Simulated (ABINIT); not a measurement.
Here is an ABINIT 10.8.3 (patched build) calculation.

The input run.abi:

```
# Datasets: ground state, then fixed potential
ndtset 2

# Pseudopotentials
pp_dirpath "./"
pseudos "In.GGA_PBE-JTH_sp.xml, P.GGA_PBE-JTH.xml"

# Structure
acell 3*1.0
rprim
     0.0000000000     5.5378424082     5.5378424082
     5.5378424082     0.0000000000     5.5378424082
     5.5378424082     5.5378424082     0.0000000000
ntypat 2
znucl 49 15
natom 2
typat 1 2
xcart
     0.0000000000     0.0000000000     0.0000000000
     8.3067636123     8.3067636123     8.3067636123

# Plane-wave basis
ecut 20.0
pawecutdg 40.0

# Exchange and correlation
ixc 11

# Bands and occupations
occopt 3
tsmear 0.05 eV

# Spin
nspinor 2
nspden 1
pawspnorb 1

# SCF cycle
nstep 100

# Output
iomode 3
prtwf 0
prteig 0
prtebands 0
prtden1 1
prtvha1 1
prtvclmb1 1
prtpot1 1

# Dataset 1
kptopt1 4
ngkpt1 8 8 8
nshiftk1 1
shiftk1 0.0 0.0 0.0
nband1 16
tolvrs1 1.0e-9

# Dataset 2: bands along G-X-W-K-G-L-U-W-L-K
iscf2 -2
getden2 1
nband2 24
nbdbuf2 2
tolwfr2 1.0e-12
kptopt2 -9
ndivsm2 8
prteig2 1
kptbounds2
     0.0000000000     0.0000000000     0.0000000000
     0.5000000000     0.0000000000     0.5000000000
     0.5000000000     0.2500000000     0.7500000000
     0.3750000000     0.3750000000     0.7500000000
     0.0000000000     0.0000000000     0.0000000000
     0.5000000000     0.5000000000     0.5000000000
     0.6250000000     0.2500000000     0.6250000000
     0.5000000000     0.2500000000     0.7500000000
     0.5000000000     0.5000000000     0.5000000000
     0.3750000000     0.3750000000     0.7500000000
```

Potentials or basis: JTH PAW PBE v2.0 sp.

Run with:

```console
$ abinit run.abi > log 2>&1
```

Problem. Predict the band gap on the k mesh.

Solution. 0.77 eV, direct.

Levels at the corners of the path, in eV from the valence-band top:
| point | band 4 | band 5 | band 6 | band 7 | band 8 | band 9 | band 10 | band 11 | band 12 | band 13 |
| --- | --- | --- | --- | --- | --- | --- | --- | --- | --- | --- |
| Γ | -0.11 | 0.00 | 0.00 | 0.00 | 0.00 | 0.77 | 0.77 | 3.80 | 3.80 | 4.25 |
| X | -5.76 | -2.39 | -2.39 | -2.30 | -2.30 | 1.75 | 1.75 | 2.26 | 2.26 | 9.31 |
| W | -5.58 | -3.07 | -3.01 | -2.94 | -2.87 | 4.31 | 4.31 | 4.41 | 4.44 | 5.48 |
| K | -5.60 | -3.39 | -3.31 | -1.97 | -1.96 | 2.35 | 2.36 | 4.41 | 4.44 | 7.47 |
| Γ | -0.11 | 0.00 | 0.00 | 0.00 | 0.00 | 0.77 | 0.77 | 3.80 | 3.80 | 4.25 |
| L | -5.74 | -1.06 | -1.06 | -0.94 | -0.94 | 1.53 | 1.53 | 4.72 | 4.72 | 4.88 |
| U | -5.60 | -3.39 | -3.31 | -1.97 | -1.96 | 2.35 | 2.36 | 4.41 | 4.44 | 7.47 |
| W | -5.58 | -3.07 | -3.01 | -2.94 | -2.87 | 4.31 | 4.31 | 4.41 | 4.44 | 5.48 |
| L | -5.74 | -1.06 | -1.06 | -0.94 | -0.94 | 1.53 | 1.53 | 4.72 | 4.72 | 4.88 |
| K | -5.60 | -3.39 | -3.31 | -1.97 | -1.96 | 2.35 | 2.36 | 4.41 | 4.44 | 7.47 |

Caveat: this set keeps more shells in the core, which shifts pressures and gaps.

**Experimental background.**

A printed reference work, data compilation reports, for a bulk crystal of InP at 1.6 K: band gap 1.4236 eV (direct).

Measured gap of InP: 1.4236 eV (direct; 1.6 K; a printed reference work, data compilation). This calculation gives 0.77 eV (-0.65 eV). The value is that of PBE, without temperature or zero-point motion. Semilocal functionals fall short of measured gaps as a rule.
